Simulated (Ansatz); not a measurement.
MgF2 (rutile), relaxed with r2SCAN in Ansatz 0.2.0: it is tetragonal, P4_2/mnm (No. 136); conventional cell a = 4.622 Å, c = 3.046 Å, 10.85 Å³ an atom. Mg is surrounded by 6 F at 1.98–1.99 Å; F is surrounded by 3 Mg at 1.98–1.99 Å. It was then strained (epitaxial in the xy plane), atoms relaxed again within the symmetry left. Unstrained, HSE06 gives 9.471 eV (Γ, 4×4×6 mesh), and the band edges keep their places in every row. The normal direction was relaxed to zero stress. Stress is positive in compression. Spin-unpolarised throughout; all numbers are computed.

Axes as in this cell:
```
CELL_PARAMETERS angstrom
4.62202 0.00000 0.00000
0.00000 4.62202 0.00000
0.00000 0.00000 3.04611
ATOMIC_POSITIONS crystal
Mg 0.00000 0.00000 0.00000
Mg 0.50000 0.50000 0.50000
F 0.30295 0.30295 0.00000
F 0.19705 0.80295 0.50000
F 0.80295 0.19705 0.50000
F 0.69705 0.69705 0.00000
```

```tsv
strain (%)	ε	ΔE_g, HSE06 (eV)	Δσ_xx, r2SCAN (GPa)	Δ(mean ε∞, r2SCAN)
-4.0	-0.0400	+0.285	+8.94	+0.02
-2.0	-0.0200	+0.147	+4.20	+0.01
-1.0	-0.0100	+0.076	+2.04	+0.01
+1.0	+0.0100	-0.078	-1.91	0.00
+2.0	+0.0200	-0.159	-3.70	-0.01
+3.0	+0.0300	-0.240	-5.32	-0.01
+4.0	+0.0400	-0.321	-6.79	-0.02
```

**Fit ΔE_g = a x + b x² to these rows by least squares, with x = ε.** The normal equations take Σx² = 5.100e-03, Σx³ = 2.700e-05, Σx⁴ = 6.270e-06, ΣxΔE = -3.910e-02 and Σx²ΔE = -2.786e-04, and give a = -7.60 eV, b = -11.7 eV; the largest residual is 0.002 eV.

**Fit the change of σ_xx in the same way.** Δσ_xx = -196.9 x + (667) x² GPa. The slope, 197 GPa, is the biaxial modulus of the film.

**Predict the withheld row at -3.0 % (x = -0.0300).** ΔE_g ≈ -7.60 × (-0.0300) + (-11.7) × (-0.0300)² = +0.217 eV, and Δσ_xx ≈ +6.51 GPa. The runs give +0.219 eV and +6.52 GPa, off by +0.002 eV and +0.01 GPa.

**Fit the last column too (unstrained value 1.95), and predict it for the withheld row.** Δ = -0.47 x + (0.8) x², which gives +0.01 at x = -0.0300; the run gives +0.02.

For a response run the program warns that the ground state's bands aren't all converged, so ε∞ carries an extra error.
